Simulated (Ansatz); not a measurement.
# AlN (F-43m) in Ansatz: notebook

The runs below take AlN through single point, with PBEsol, HSE06.

Program: Ansatz 0.2.0. These are calculated values, not measurements. Logs are shortened: lines on timing, memory, paths and dates and some standing lists are left out, and cuts for length are marked.

## (1) Starting point

Symmetry: F-43m, No. 216, cubic system. Conventional cell: a = 4.368 Å, b = 4.368 Å, c = 4.368 Å, α = 90.00°, β = 90.00°, γ = 90.00°. Around Al (site symmetry -43m) lie 4 N at 1.89 Å. N (site symmetry -43m) has 4 Al at 1.89 Å as nearest neighbours.

Measurements of this composition are mostly on another form, of space group No. 186.

## (2) Single point, PBEsol

Input file input.yaml:

```yaml
crystal:
  lattice:
    - [0.0, 2.1839935596, 2.1839935596]
    - [2.1839935596, 0.0, 2.1839935596]
    - [2.1839935596, 2.1839935596, 0.0]
  atoms:
    - { symbol: Al, position: [0.0, 0.0, 0.0] }
    - { symbol: "N", position: [0.25, 0.25, 0.25] }
kpoints:
  mp_grid: { grid: [8, 8, 8] }
scf:
  occupations: { method: fermi_dirac, width: 0.05 }
hamiltonian:
  xc: pbesol
  pseudopotentials: { kind: all_electron, datasets: crystal }
output:
  forces: true
  stress: true
  eigenvalues: true
  elf: true
  volumetric_format: npy
```

Potentials or basis: all-electron PAW datasets made for the crystal.

On the command line:

```
ansatz run input.yaml --threads 2 --pin off --max-ram 8192MiB --backend cpu --events-out ev --progress --plain --runs-dir out
```

The program printed:

```text
Warning: RAYON_NUM_THREADS=2 ignored (pool sized by the plan → 2); use --threads N
hamiltonian.pseudopotentials.datasets: crystal makes datasets for this crystal and solves the spheres of its atoms anew in each pass: cutoff 360.0 eV, the density's 2520.0 eV; for an error of 0.50 meV an atom under PBE, 1.0 meV for the cell; an energy difference from a run of another recipe may be off by several times the error for the cell, under r2SCAN by more, where some 0.1 meV an atom stays at smaller errors; N in spheres of 1.000 Å, 5 of its electrons in bands; Al in spheres of 0.884 Å, 3 of its electrons in bands, 8 on its site; only band paths and densities of states list, in semicore columns, the levels of the semicore shells that are solved separately: 2s of Al, 2p of Al
Engine: ansatz 0.2.0, aarch64-unknown-linux-gnu
Pseudopotentials: kind: all_electron
Pseudopotential: Al, paw, valence charge 11, recommended cutoff 360 eV (normal), crystal/all_electron/pbesol/scalar/gaussian/Al, Koelling and Harmon's equation, gaussian nucleus
Pseudopotential: N, paw, valence charge 5, recommended cutoff 360 eV (normal), crystal/all_electron/pbesol/scalar/gaussian/N, Koelling and Harmon's equation, gaussian nucleus
Functional definition: PBEsol
  exchange = pbesol_x
  correlation = pbesol_c
Crystal: 2 atoms, lattice volume = 20.835 Å³
Basis set: ecut = 360 eV, 331 PW (Γ), exchange–correlation on 54×54×54 points (8 copies of the dense FFT grid, shifted against one another)
Bands: 8, of which v1, the nominal top of the filled ones, is band 4 counted from 1 (3 counted from 0)
Symmetry: 24 space group operations
Space group: F-43m (ITA 216), of the structure as read, at distance tolerance 2.8e-5 Å
k-points: 29 of 512 (time reversal used)
Non-local potential: Al, projectors of the file, l = 0: 1, l = 1: 1
Non-local potential: N, projectors of the file, l = 0: 1, l = 1: 2
PAW form: soft (Blöchl's): semilocal exchange-correlation on the pseudo side does not see the compensation charge
PAW one-centre angular grid: Al, 110 points (default); XC on its mesh's 1857 points in the sphere
PAW one-centre angular grid: N, 110 points (default); XC on its mesh's 1957 points in the sphere
Initial density: superposition of atomic densities (neutral atoms: chi_scale 0, normalization atom)
Initial wavefunctions: pseudopotential atomic-orbital guess
Functional: x = pbesol(κ = 0.804, μ = 0.12345679012345678), c = pbesol(β = 0.046)
iter 1 solved again at ethr=9.49e-2 eV; its pass at ethr=1.00e-1 eV (dr2=7.59e0 eV) is discarded
SCF iter   1: F=—  HF=-8084.135655 eV  |F-HF|=—  |Δ(HF+E_count)|=         —  Δρ=1.77e-1  dr2=7.54e0  ethr=9.49e-2  ⟨swp⟩=2.0  Hψ=1385  notcnv=0
preconditioner: auto → none  [insulator: Δε(μ)=5.697 eV  Ē_g=16.841 eV  σ=0.050 eV  W_gap=1.00  n_scr=0 (ndim 8)  ℏωp=23.0 eV  f_vac=0.000  D(μ)=0.00/eV (n_scr^D=0)  ε∞_Penn≈2.9]
SCF iter   2: F=—  HF=-8082.372837 eV  |F-HF|=—  |Δ(HF+E_count)|=    1.76e0  Δρ=8.84e-2  dr2=1.01e0  ethr=9.42e-2  ⟨swp⟩=3.0  Hψ=594  notcnv=0
iter 3 solved again at ethr=6.82e-4 eV; its pass at ethr=1.26e-2 eV (dr2=5.46e-2 eV) is discarded
SCF iter   3: F=—  HF=-8082.085170 eV  |F-HF|=—  |Δ(HF+E_count)|=   2.88e-1  Δρ=2.21e-2  dr2=5.56e-2  ethr=6.82e-4  ⟨swp⟩=2.4  Hψ=975  notcnv=0  defer=1
SCF iter   4: F=—  HF=-8082.087833 eV  |F-HF|=—  |Δ(HF+E_count)|=   2.66e-3  Δρ=3.06e-3  dr2=1.42e-3  ethr=6.82e-4  ⟨swp⟩=2.0  Hψ=465  notcnv=0  defer=1
SCF iter   5: F=—  HF=-8082.088123 eV  |F-HF|=—  |Δ(HF+E_count)|=   2.90e-4  Δρ=5.70e-4  dr2=4.00e-5  ethr=1.78e-5  ⟨swp⟩=2.8  Hψ=541  notcnv=0
SCF iter   6: F=—  HF=-8082.088123 eV  |F-HF|=—  |Δ(HF+E_count)|=   2.36e-7  Δρ=1.50e-4  dr2=2.11e-6  ethr=5.00e-7  ⟨swp⟩=2.9  Hψ=393  notcnv=0
SCF iter   7: F=—  HF=-8082.088125 eV  |F-HF|=—  |Δ(HF+E_count)|=   1.89e-6  Δρ=3.17e-5  dr2=8.97e-8  ethr=2.63e-8  ⟨swp⟩=3.0  Hψ=442  notcnv=0
SCF iter   8: F=-8082.088125 eV  HF=-8082.088125 eV  |F-HF|=4.25e-9  |Δ(HF+E_count)|=   3.03e-8  Δρ=6.22e-6  dr2=5.23e-9  ethr=1.12e-9  ⟨swp⟩=2.5  Hψ=368  notcnv=0
SCF 1 converged in 8 iterations: F = -8082.088123 eV  dr2 = 5.23e-9
  Residual-converged pass: ⟨swp⟩=3.0  Hψ=448  notcnv=0  max |occ|·‖R‖ = 4.4e-6 eV (tolerance 5.3e-6 eV)  dr2=5.59e-9  dr2_onsite=2.68e-9  max |Δocc| = 2.8e-21
SCF converged after 8 iterations
Free energy (F): -8082.088123 eV
Harris-Foulkes:  -8082.088123 eV  (|F-HF|=4.25e-9)
Internal energy: -8082.088123 eV  (E = F + TS)
E sigma→0 (E₀):  -8082.088123 eV
Past the cutoff: the bands carry plane waves up to 1.75 times it, of which those up to 1.5 times it add -0.000159 eV an atom, each by itself; the spheres take 0.000145 eV an atom off the energy for waves past 1.75 times it
By the cutoff:   a pressure is off by up to 0.008 GPa (1.2 times the spheres' own share and the shells' term, over an atom's volume, and 0.004 GPa: a bound that held against runs at twice the plane waves)
Past the cutoffs: a stress includes 0.0057 GPa for waves and charges beyond them, in addition to the slope of what the spheres take
In the spheres:  the bands' charges fall short by 2.2e-7 e at most (sound up to 1e-3), those of shells solved beside the bands by 3.4e-7 e (sound up to 5e-4)
Fermi energy:    10.037716 eV
--- Per-component energies (eV) ---
  E_band       = 26.784238
  E_kinetic    = 129.900722
  E_local      = -1370.087450  (includes V_loc(G=0)·N_el)
  E_nonlocal   = -3.898778
  E_hartree    = 652.397898
  E_xc         = -95.301490
  E_vxc        = -117.553797  (∫ρ·V_xc dr)
  E_paw        = -9094.767505  (= ΣΔE_a)
  E_vpaw       = -2864.809286  (= ΣTr[D̂ρ^β])
  E_ewald      = -1248.768794
  E_smearing   = -0.000000  (= −TS)
  E_closure    = 2948.437275  (closes the sum)
  Σ components = -8082.088123   (vs F -8082.088123, Δ=9.09e-13)
  The terms above E_closure are by the made datasets' own strengths, without shells solved beside the bands.
--- Forces (eV/Å), atoms counted from 1 ---
  atom   1  Al     0.00000000    -0.00000000    -0.00000000
  atom   2  N     -0.00000000     0.00000000     0.00000000
  max |Σ_I F_I| component: 1.76e-16 eV/Å
--- Stress (GPa, compression-positive) ---
        1.198086      -0.000000      -0.000000
        0.000000       1.198086       0.000000
       -0.000000       0.000000       1.198086
  P = ⅓ Tr σ = 1.1981 GPa (11.981 kbar)
  It holds what live shells' own plane waves past their cutoff add
--- Band table (eV; the first three rows and the last of 29) ---
  k-point 0: bands = ["-6.5537", "8.4088", "8.4088", "8.4088", "12.5348", "20.8598"]
  k-point 1: bands = ["-6.3233", "7.2154", "8.3292", "8.3292", "13.4803", "20.2854"]
  k-point 2: bands = ["-5.6902", "5.1176", "8.1503", "8.1503", "14.7875", "19.2724"]
  k-point 28: bands = ["-3.7600", "4.5980", "4.9211", "5.6695", "14.3571", "19.6803"]
```

Run time: 2.1 s. Hardware: 2 threads of Arm Neoverse V2, shared host; peak memory 0.37 GiB.

Results:

```yaml
Free_energy: -8082.0881 eV
Pressure: 1.2 GPa
Band_gap_on_the_k_mesh: 3.19 eV, indirect (least direct gap 4.13 eV)
```

Levels at points of the mesh, in eV from the valence-band top:
```csv
k point,band 1,band 2,band 3,band 4,band 5,band 6
"(0.00, 0.00, 0.00)",-14.96,0.00,0.00,0.00,4.13,12.45
"(0.00, 0.00, -0.50)",-12.87,-5.92,-0.48,-0.48,7.28,9.77
"(0.00, -0.50, -0.50)",-12.23,-4.95,-1.79,-1.79,3.19,8.48
```

## (3) Single point, HSE06

Edit input.yaml of step 2 so:

```diff
@@ -13,3 +13,3 @@
 hamiltonian:
-  xc: pbesol
+  xc: hse06
   pseudopotentials: { kind: all_electron, datasets: crystal }
@@ -18,4 +18 @@
   stress: true
-  eigenvalues: true
-  elf: true
-  volumetric_format: npy
```

Potentials or basis: all-electron PAW datasets made for the crystal.

On the command line:

```
ansatz run input.yaml --threads 2 --pin off --max-ram 8192MiB --backend cpu --events-out ev --progress --plain --runs-dir out
```

It took 3.5 min on 2 threads of Arm Neoverse V2, shared host; peak memory 1 GiB.

Results (log left out):

```
Free energy            : -8100.8122 eV
Pressure               : -0.5 GPa
Band gap on the k mesh : 4.54 eV, indirect (least direct gap 5.56 eV)
```

Levels at points of the mesh, in eV from the valence-band top:
| k point | band 5 | band 6 | band 7 | band 8 | band 9 |
| --- | --- | --- | --- | --- | --- |
| (0.00, 0.00, 0.00) | -16.45 | 0.00 | 0.00 | 0.00 | 5.56 |
| (0.00, 0.00, -0.50) | -14.28 | -6.32 | -0.53 | -0.53 | 8.89 |
| (0.00, -0.50, -0.50) | -13.60 | -5.31 | -1.94 | -1.94 | 4.54 |
